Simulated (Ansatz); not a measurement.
Zinc-blende InN (metastable phase), treated with LDA (PAW; Ansatz, a program for electronic structure).

Run with plane-wave cutoff 500 eV, 14×14×14 k mesh, Fermi–Dirac smearing 0.05 eV, scalar-relativistic PAW data made under PBE.

Computed at the level's own relaxed cell.

Question: What does this level give for the volume per atom and equilibrium lattice constant a?

Answer: 
- volume per atom = 15.07 Å³/atom
- equilibrium lattice constant a = 4.940 Å

The run finds no gap.

Measured, for comparison: equilibrium volume per atom 15.72 Å³/atom, lattice constant a 5.01 ± 0.01 Å (temperature not stated, no zero-point or thermal correction, epilayer on 3C-SiC; as tabulated in Schörmann, As, Lischka, Schley, Goldhahn et al., Appl. Phys. Lett. 89, 261903 …). Computed (rounded) less measured: equilibrium volume per atom -4.1 %, lattice constant a -1.4 %. A static lattice is as a rule a little smaller and stiffer than an uncorrected measurement, which can account for part of this.

Spin–orbit coupling is not included.

It cost roughly 40 core-seconds of CPU time.
